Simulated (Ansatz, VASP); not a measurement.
**Si in VASP and in Ansatz**

```
CELL_PARAMETERS angstrom
0.00000 2.72210 2.72210
2.72210 0.00000 2.72210
2.72210 2.72210 0.00000
ATOMIC_POSITIONS crystal
Si 0.75000 0.75000 0.75000
Si 0.50000 0.50000 0.50000
```

Alike in both runs: functional r2SCAN; k mesh 10 × 10 × 10; occupations gaussian, width 0.02 eV; no spin polarisation.

Ansatz relaxed the structure, and its values are those at the end. VASP's run is a single point on that final structure, the one shown.

|  | VASP | Ansatz |
| --- | --- | --- |
| version | VASP 6.6.1 | Ansatz 0.2.0 |
| potentials or method | VASP PAW PBE potentials, release 64 (Si) | scalar-relativistic, plane waves, PAW |
| plane-wave cutoff (eV) | 520 | 500 |
| valence electrons in the cell | 8 | 8 |

VASP gave:

```
gap on the k mesh at the Fermi level (eV) : 0.79
least direct gap on the mesh (eV)         : 2.75
pressure (GPa)                            : -0.2
```

Estimate Ansatz's values.

gap on the k mesh at the Fermi level (eV): 0.78; least direct gap on the mesh (eV): 2.74; pressure (GPa): 0.0.

Caveats: the PAW data sets were made with another functional, which shifts forces and pressure a little (VASP). r2SCAN opens gaps a little over a GGA but as a rule still falls short of measured ones. A k mesh can miss the band edges.
